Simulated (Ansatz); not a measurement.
# ScAl: levels with and without spin–orbit coupling

```
Sc Al
1.0
     3.37035    0.00000    0.00000
     0.00000    3.37035    0.00000
     0.00000    0.00000    3.37035
Sc Al
1 1
Cartesian
  1.6852 1.6852 1.6852
  0.0000 0.0000 0.0000
```

Atom numbers follow the list: Sc1, Al2.

The cell is the one relaxed in the Materials Project (mp-331), not relaxed further here; entries there can be hypothetical.

All numbers are computed: DFT, LDA, all-electron LAPW, scalar-relativistic (Ansatz 0.2.0); DFT, LDA, all-electron LAPW, Dirac equation with spin-orbit coupling (Ansatz 0.2.0).

The runs use a Γ-centred 10×10×10 k mesh, Fermi–Dirac smearing of 0.05 eV, basis error target 0.25 meV/atom, no spin polarisation.

Levels between -8 and 1 eV, each run counted from its own valence-band top where it has a gap, else its Fermi level. Scalar levels are listed once for both spins; with the coupling every spinor state is counted. Levels near the edges of the range can cross them.

Question: At R (0.500, 0.500, 0.500) the scalar-relativistic levels are -2.54 (×3), -0.57. What are they with spin–orbit coupling?

Answer: -2.55 (×2), -2.54 (×4), -0.57 (×2).

Question: At M (0.500, 0.500, 0.000) the scalar-relativistic levels are -4.73, -1.80 (×2), -0.84. What are they with spin–orbit coupling?

Answer: -4.73 (×2), -1.81 (×2), -1.79 (×2), -0.84 (×2).
